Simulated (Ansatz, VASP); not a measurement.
**Pt: VASP beside Ansatz**

```xyz
1
Lattice="0.0000 1.7625 1.7625 1.7625 0.0000 1.7625 1.7625 1.7625 0.0000" Properties=species:S:1:pos:R:3 pbc="T T T"
Pt    0.0000    0.0000    0.0000
```

Change from the starting cell: volume scaled by 0.7, LAPW.

Alike in both runs: task single point; functional PBE; k mesh 16 × 16 × 16; occupations fermi-dirac, width 0.05 eV; no spin polarisation.

|  | VASP | Ansatz |
| --- | --- | --- |
| version | VASP 6.6.1 | Ansatz 0.2.0 |
| potentials or method | VASP PAW PBE potentials, release 64 (Pt), cutoff 520 eV | all-electron LAPW, scalar-relativistic |

```csv
,VASP,Ansatz,Ansatz less VASP
pressure (GPa),227.7,226.5,-1.19
```

Ansatz ran all-electron here, so the differences hold the error of VASP's frozen core and of both bases.

Caveats: the cell as given lies far from equilibrium; so large a pressure means that the cell lies far from this level's equilibrium, or that cutoff or potentials fall short (VASP). The runs have no spin-orbit coupling, so splittings on Pt are missing.
